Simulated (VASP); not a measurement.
# Cu: convergence, relaxation of the cell

Cu, Fm-3m (no. 225), 1 atom in the cell. PBE; PAW potentials Cu (PBE set). VASP 6.6.1. The cell is changed on purpose: volume scaled by 1.1.

Wanted: cell volume within 0.2 %; lattice lengths within 0.1 %; shortest distances from each atom, periodic images included within 0.005 Å.

What the run is for: cell; Accuracy asked: standard.

The series start from Plane-wave cutoff (eV): 440; Smearing width (eV): 0.07; k-point mesh: 14 × 14 × 14; Relaxation passes: 2; Ionic threshold (EDIFFG): -0.005; Electronic threshold (eV): 1e-6; Precision mode (PREC): Accurate; Relaxation algorithm: IBRION=2 POTIM=0.5. Each series keeps the choices made before it, and each single choice may use up half of a tolerance. Times cover all steps of a run.

## Plane-wave cutoff (eV)

| Plane-wave cutoff (eV) | Cell volume (Å³) | Lattice lengths, largest deviation against the largest value | Shortest distances from each atom, periodic images included, largest deviation (Å) | Time (s) |
|---|---|---|---|---|
| 300 | 11.81 | 0.55 % | 0.0141 | 32 |
| 340 | 12.01 | 0.0047 % | 0.0001 | 26 |
| 380 | 11.96 | 0.13 % | 0.0033 | 31 |
| 440 | 11.94 | 0.18 % | 0.0046 | 33 |
| 520 | 12.01 | 0 % | 0.0000 | 37 |
| 620 | 12.01 | 0.0023 % | 0.0001 | 62 |
| 780 (reference) | 12.01 | 0 % | 0.0000 | 53 |

Chosen: 520, the loosest value from which every tighter one stays within half of the tolerance.

## Smearing width (eV)

| Smearing width (eV) | Cell volume (Å³) | Lattice lengths, largest deviation against the largest value | Shortest distances from each atom, periodic images included, largest deviation (Å) | Time (s) |
|---|---|---|---|---|
| 0.3 | 12 | 0.023 % | 0.0006 | 63 |
| 0.2 | 12 | 0.0093 % | 0.0002 | 26 |
| 0.15 | 12 | 0.011 % | 0.0003 | 26 |
| 0.1 | 12.01 | 0.0019 % | 0.0001 | 24 |
| 0.07 | 12.01 | 0.00039 % | 0.0000 | 37 |
| 0.04 (reference) | 12.01 | 0 % | 0.0000 | 26 |

Chosen: 0.3.

## k-point mesh

| k-point mesh | Cell volume (Å³) | Lattice lengths, largest deviation against the largest value | Shortest distances from each atom, periodic images included, largest deviation (Å) | Time (s) |
|---|---|---|---|---|
| 5 × 5 × 5 | 11.94 | 0.15 % | 0.0039 | 8.1 |
| 7 × 7 × 7 | 11.99 | 0.0027 % | 0.0001 | 20 |
| 9 × 9 × 9 | 12 | 0.023 % | 0.0006 | 24 |
| 11 × 11 × 11 | 11.98 | 0.038 % | 0.0010 | 32 |
| 14 × 14 × 14 | 12 | 0.014 % | 0.0003 | 63 |
| 17 × 17 × 17 (reference) | 12 | 0 % | 0.0000 | 77 |

Chosen: 14 × 14 × 14.

## Relaxation passes

| Relaxation passes | Cell volume (Å³) | Lattice lengths, largest deviation against the largest value | Shortest distances from each atom, periodic images included, largest deviation (Å) | Time (s) |
|---|---|---|---|---|
| 1 | 12.02 | 0.044 % | 0.0011 | 42 |
| 2 | 12 | 0 % | 0.0000 | 63 |
| 3 (reference) | 12 | 0 % | 0.0000 | 54 |

Chosen: 2.

## Ionic threshold (EDIFFG)

| Ionic threshold (EDIFFG) | Cell volume (Å³) | Lattice lengths, largest deviation against the largest value | Shortest distances from each atom, periodic images included, largest deviation (Å) | Time (s) |
|---|---|---|---|---|
| -0.05 | 12.01 | 0.0066 % | 0.0002 | 22 |
| -0.02 | 12.01 | 0.0066 % | 0.0002 | 21 |
| -0.01 | 12.01 | 0.0066 % | 0.0002 | 21 |
| -0.005 | 12 | 0.015 % | 0.0004 | 63 |
| -0.002 (reference) | 12.01 | 0 % | 0.0000 | 53 |

Chosen: -0.05.

## Electronic threshold (eV)

| Electronic threshold (eV) | Cell volume (Å³) | Lattice lengths, largest deviation against the largest value | Shortest distances from each atom, periodic images included, largest deviation (Å) | Time (s) |
|---|---|---|---|---|
| 0.0001 | 12 | 0.041 % | 0.0010 | 22 |
| 1e-5 | 12 | 0.035 % | 0.0009 | 28 |
| 1e-6 | 12.01 | 0.01 % | 0.0003 | 22 |
| 1e-7 (reference) | 12.01 | 0 % | 0.0000 | 33 |

Chosen: 1e-6.

## Precision mode (PREC)

| Precision mode (PREC) | Cell volume (Å³) | Lattice lengths, largest deviation against the largest value | Shortest distances from each atom, periodic images included, largest deviation (Å) | Time (s) |
|---|---|---|---|---|
| Normal | 12.01 | 0.0051 % | 0.0001 | 20 |
| Accurate (reference) | 12.01 | 0 % | 0.0000 | 22 |

Chosen: Normal.

## Relaxation algorithm

| Relaxation algorithm | Cell volume (Å³) | Lattice lengths, largest deviation against the largest value | Shortest distances from each atom, periodic images included, largest deviation (Å) | Time (s) |
|---|---|---|---|---|
| IBRION=2 POTIM=0.5 | 12.01 | 0 % | 0.0000 | 20 |
| IBRION=2 POTIM=0.2 | 12.01 | 0.0023 % | 0.0001 | 19 |
| IBRION=1 POTIM=0.5 | 12.05 | 0.12 % | 0.0030 | 24 |
| IBRION=1 POTIM=0.2 | 11.96 | 0.14 % | 0.0035 | 18 |

Chosen: IBRION=2 POTIM=0.5; no other choice that stays within half of the tolerance saves 30 % of the time.

## All choices together

| Input | Cell volume (Å³) | Lattice lengths, largest deviation against the largest value | Shortest distances from each atom, periodic images included, largest deviation (Å) | Time (s) |
|---|---|---|---|---|
| the program's defaults (naive) | 11.84 | 0.41 % | 0.0106 | 4.7 |
| chosen settings | 12.01 | 0.065 % | 0.0017 | 20 |
| reference settings throughout | 11.99 | 0 % | 0.0000 | 86 |

The tolerance is met.

Values of the reference run: Lattice lengths: 2.569, 2.569, 2.569 Å; Shortest distances from each atom, periodic images included: 2.569, 2.569, 2.569, 2.569 Å.

## The input

INCAR.step1:
```
SYSTEM = Cu
ALGO     = Normal         ! electronic algorithm
EDIFF    = 1E-6           ! SCF threshold, eV
EDIFFG   = -0.05          ! ionic threshold
ENCUT    = 520            ! plane-wave cutoff, eV
GGA      = PE             ! functional
GGA_COMPAT= .FALSE.      
IBRION   = 2              ! ionic algorithm
ISIF     = 3              ! what is computed and relaxed
ISMEAR   = 0              ! smearing method
KPAR     = 2            
LASPH    = .TRUE.         ! aspherical terms in the spheres
LCHARG   = .FALSE.        ! write CHGCAR
LREAL    = .FALSE.        ! projectors in reciprocal space
LWAVE    = .FALSE.        ! write WAVECAR
NELM     = 120            ! most SCF steps
NELMIN   = 4            
NSW      = 80             ! ionic steps
POTIM    = 0.5            ! step
PREC     = Normal         ! precision mode
SIGMA    = 0.3            ! smearing width, eV
```

INCAR.step3, as INCAR.step1 but for:
```
- EDIFFG = -0.05
- IBRION = 2
- ISIF = 3
- NELMIN = 4
- NSW = 80
- POTIM = 0.5
+ ISIF = 2
```

KPOINTS:
```
Automatic mesh
0
Gamma
  14 14 14
  0 0 0
```

POSCAR.step1:
```
Cu
1.0
    0.0000000000      1.8658463087      1.8658463087
    1.8658463087      0.0000000000      1.8658463087
    1.8658463087      1.8658463087      0.0000000000
Cu
1
Direct
    0.0000000000      0.0000000000      0.0000000000
```

Commands (each step's output is kept before the next begins):
```
cat potpaw_PBE.64/Cu/POTCAR > POTCAR
cp INCAR.step1 INCAR
cp POSCAR.step1 POSCAR
mpirun -np 2 vasp_std > vasp.out
cp CONTCAR POSCAR
mpirun -np 2 vasp_std > vasp.out
cp CONTCAR POSCAR
cp INCAR.step3 INCAR
mpirun -np 2 vasp_std > vasp.out
```

The chosen input took VASP 6.6.1 20 s on 2 cores (AMD EPYC 7R13 (Zen 3)), a shared host.

## An input that fails: too few ionic steps

It gives no converged result.

Changes against the starting input:
```
- NSW = 80
- NELM = 120
+ NSW = 2
+ NELM = 100
```
